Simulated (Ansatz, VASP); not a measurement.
## Na in VASP and in Ansatz

```
Na
1.0
     3.76700    0.00000    0.00000
    -1.88350    3.26232    0.00000
     0.00000    0.00000    6.27708
Na
2
Direct
  0.33333 0.66667 0.25000
  0.66667 0.33333 0.75000
```

Change from the starting cell: zz strain of +2 %.

Alike in both runs: task single point; functional LDA; k mesh 11 × 11 × 6; occupations fermi-dirac, width 0.05 eV; no spin polarisation.

```csv
,VASP,Ansatz
version,VASP 6.6.1,Ansatz 0.2.0
potentials or method,"VASP PAW LDA potentials, release 64 (Na_pv), cutoff 520 eV","all-electron LAPW, scalar-relativistic"
```

|  | VASP | Ansatz | Ansatz less VASP |
| --- | --- | --- | --- |
| pressure (GPa) | -1.0 | -1.0 | +0.02 |
| largest component of the traceless stress (GPa) | 0.06 | 0.06 | +0.003 |

Ansatz ran all-electron here, so the differences hold the error of VASP's frozen core and of both bases.
